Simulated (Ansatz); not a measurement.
Runs of Ansatz 0.2.0 on FeO (Wuestite). It takes space group Fm-3m (No. 225, cubic). The conventional cell has a = 4.311 Å, b = 4.311 Å, c = 4.311 Å, α = 90.00°, β = 90.00°, γ = 90.00°. Fe (site symmetry m-3m) is surrounded by 6 O at 2.16 Å. O (site symmetry m-3m) is surrounded by 6 Fe at 2.16 Å. 

```csv
task,level,cell,k mesh,cutoff (eV),smearing,gap on the mesh (eV),pressure (GPa),moment (μB)
single point,RPBE,as given,11 × 11 × 11,349,gaussian 0.05 eV,none,5.2,4.00
relaxation of cell and atoms,RPBE,relaxed,11 × 11 × 11,-,fermi-dirac 0.05 eV,-,0.0,4.00
elastic constants,PBEsol,as given,8 × 8 × 8,373,fermi-dirac 0.05 eV,none,-8.5,4.00
band structure,PBEsol,as given,11 × 11 × 11,349,fermi-dirac 0.05 eV,-,(a),4.00
```

Alike in all rows: potentials or basis all-electron LAPW, scalar-relativistic; spin collinear, ferromagnetic start; basis error allowed 0.001 eV/atom.

**Question.** Fill in the values left out.

**Answer.** (a) -8.6.

Caveats: a cell with one magnetic atom can't hold antiferromagnetic order, which such compounds often take; semilocal functionals often make such compounds metallic where correlation or magnetic order opens a gap, which also shifts bond lengths (some runs); the k mesh is thin for a metal, which can move the energy by tens of meV per atom (some runs); a metal's response needs a denser mesh (some runs); the cell is more than 3 GPa from zero pressure, which shifts response properties (some runs); elastic constants of metals need much finer meshes, so these are rough (some runs).

A gap of «none» marks a metal or a gap under the smearing width.

Runs at the PBE level aren't shown here.
